### Sizes of fcc yttrium and technetium

How large would yttrium and technetium be in the fcc structure, and how many d electrons would they hold? The other members of the series can serve as the basis of a forecast if the filling of the d shell and the change of period are treated separately. The change of period needs a rough correction from outside the table.

Fcc metals M in relaxed cells, computed with Ansatz 0.2.0 (plane-wave PAW, HSE06, scalar-relativistic, no spin polarisation). Cutoff 420 eV (Tc 600 eV), Gaussian smearing 0.05 eV, 8×8×8 or 10×10×10 k points for the one-atom cell. The length a is that of the conventional cell, Loewdin counts use the free atom's shells, and positive pressure means compression.

```
element   Z  group  period  volume (Å³/atom)  a (Å)  shortest distance from M (Å)  Loewdin d electrons on M (e)  pressure left (GPa)
      Y  39      3       5                 ?      ?                             ?                             ?                 0.04
     Tc  43      7       5                 ?      ?                             ?                             ?                 0.08
     Cd  48     12       5             22.37  4.472                         3.162                          9.99                 0.00
     Ta  73      5       6             18.78  4.219                         2.983                          4.00                 0.00
     Re  75      7       6             14.57  3.877                         2.741                          5.93                 0.02
     Os  76      8       6             13.88  3.815                         2.698                          6.89                -0.08
```

**Size and d filling.** From Ta to Re the volume falls by 22 % over two groups, but from Re to Os by only 5 % over one. Band theory explains this through the limits of an empty and a full d band. An empty band cannot bind; in a full one, bonding and antibonding states cancel. Cadmium stands at the full limit, with 9.99 d electrons: its s and p electrons must hold it together, and its volume is large. Between the limits, the first d electrons enter bonding states and pull the atoms together, while those beyond half filling weaken the bond again.

In the simplest model of such a band, the bonding energy is proportional to $N(10-N)$, where $N$ is the number of d electrons per atom. The energy at a distance $r$ between neighbours is then

$$E(r)=A\,e^{-pr}-C\,N(10-N)\,e^{-qr},\qquad p>q,$$

with repulsion first and bonding second; $A$, $C$, $p$ and $q$ are positive constants. Setting the slope to zero gives

$$r_0=\text{constant}-\frac{\ln[N(10-N)]}{p-q}.$$

A steady contraction from group to group is added, because the growing nuclear charge draws the shells inwards. For $N$ we take the group number minus one, which the computed d counts of Ta, Re and Os support.

The constants come directly from the shortest distances in these three metals. Ta and Re have the same $N(10-N)=24$, so their difference gives the steady part, 0.121 Å per group. The distance in Os, where the product is 21, then fixes the factor before the logarithm at 0.584 Å. Three constants reproduce three rows exactly, so only a new metal can test the model. Cadmium was left out because the model gives a full shell no d bond at all and omits the bonding by s and p electrons. The same omission makes the model fail near an empty band, where the distance would grow without limit; yttrium lies towards that side.

**Forecast for yttrium.** Yttrium has $N=2$ and a product of 16. Starting from Ta, two groups to the right, a 5d metal in its place would have

$$r_0=2.983+2(0.121)+0.584\ln(24/16)=3.46\ \text{Å}.$$

In an fcc crystal the volume per atom is $r_0^3/\sqrt2$, here 29.3 Å$^3$. Yttrium, however, is a 4d metal. The 5d metals are shrunk by the filled 4f shell beneath their valence electrons, which screens the nucleus poorly; yttrium has no such shell. In group 3 this contraction outweighs the growth in size that a further period would otherwise bring. A rough factor of 1.1, recalled from known sizes of the metals, allows for this and gives 32.3 ± 3.5 Å$^3$, by far the largest volume of the series. The wide bar is a judgement: a plain parabola of volume against group through the same three metals, with the same factor, gives only 29.4 Å$^3$.

**Forecast for technetium.** Technetium shares its group with Re, so no curve is needed. Here the 4f contraction of the heavier metal nearly cancels the effect of its extra shell. A recalled factor of 0.97 puts technetium just below Re, at 14.1 ± 0.4 Å$^3$. Because both period factors draw on known sizes of the metals, neither volume forecast is blind to experience.

**Forecast of the d counts.** A straight line fitted by least squares to the d counts of Ta, Re and Os rises by nearly one electron per group. It gives about 2.1 for yttrium and 5.9 for technetium, each ± 0.3.

The withheld rows as computed:

```
element   Z  group  period  volume (Å³/atom)  a (Å)  shortest distance from M (Å)  Loewdin d electrons on M (e)  pressure left (GPa)
      Y  39      3       5             33.12  5.098                         3.605                          2.11                 0.04
     Tc  43      7       5             14.05  3.830                         2.708                          6.04                 0.08
```

**Comparison.** All four values lie within their bars. The forecast for yttrium is 3 % below the computed volume, whereas the parabola falls short by 11 %. Most of the difference between the two comes from the quantity fitted, not from the logarithm: the model works with distances, and cubing them bends the volume curve upwards. A parabola through the three distances, cubed and given the same factor, would already reach 31.5 Å$^3$. The logarithm adds the rest, because it steepens towards the empty band, where each lost d electron removes a larger share of the bonding. The good forecast is therefore only weak evidence for the bonding model. The remaining miss may lie in the curve or in the period factor: with this curve, a factor of 1.13 would have removed it.

For technetium the forecast is within 1 % of the computed volume. This supports the recalled factor, not the bonding model, which played no part. The volume of Re, taken over unchanged, would have been 4 % too large.

The d count of yttrium agrees with the line, while technetium holds 0.11 electrons more than forecast. A likely reason is relativity, which lowers the outer s level and raises the d level more strongly in the 5d metals, leaving them slightly fewer d electrons. The band energies of the same runs fit this: at the zone centre the lowest valence band, of s character, lies about 3 eV deeper below the Fermi level in Re than in technetium. The outer s shell also holds more electrons in Re, 0.93 against 0.85. These data do not isolate relativity as the cause, however, and the d counts depend on how the electrons are projected onto atomic shells.

These hybrid-functional volumes describe fcc crystals without spin polarisation or spin–orbit coupling, whereas both metals are normally hexagonal. The k-point meshes are also coarse for metals, and the stress that fixes the relaxed volumes is only loosely converged. This matters most for the narrow gap between technetium and Re, whose convergence with the mesh was not tested.
